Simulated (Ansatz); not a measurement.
**Mg in Ansatz: the effect of strain**

Crystal: Mg.

```
CELL_PARAMETERS angstrom
3.04975 0.00000 0.00000
-1.52488 2.64116 0.00000
0.00000 0.00000 10.31886
ATOMIC_POSITIONS crystal
Mg 0.66667 0.33333 0.75000
Mg 0.00000 0.00000 0.50000
Mg 0.33333 0.66667 0.25000
Mg 0.00000 0.00000 0.00000
```

Alike in all runs:

- Program: Ansatz 0.2.0
- Task: relaxation of the atoms
- Functional: PBE
- Potentials or basis: Ansatz PAW
- Cutoff: 420 eV (not typed: the program's choice for these potentials)
- k mesh: 8 × 8 × 3
- Occupations: fermi-dirac, width 0.05 eV
- Spin: no spin polarisation
- Kind of strain: biaxial

Each run relaxes the cell or the atoms first.

| strain | pressure (GPa) |
| --- | --- |
| -0.04 | 4.5 |
| -0.02 | 2.5 |
| -0.01 | ? |
| 0 | 0.8 |
| 0.01 | 0.1 |
| 0.02 | -0.6 |
| 0.04 | -1.8 |

Problem. What does the run with strain -0.01 give?

Solution. Pressure 1.6 GPa.

Worked out: A parabola through the other rows of the pressure, of slope -85 GPa per unit of strain there, gives 1.6 GPa, against the run's 1.6.

Caveats: the relaxation stopped at its first step, so nothing moved; the thresholds are loose for stress.
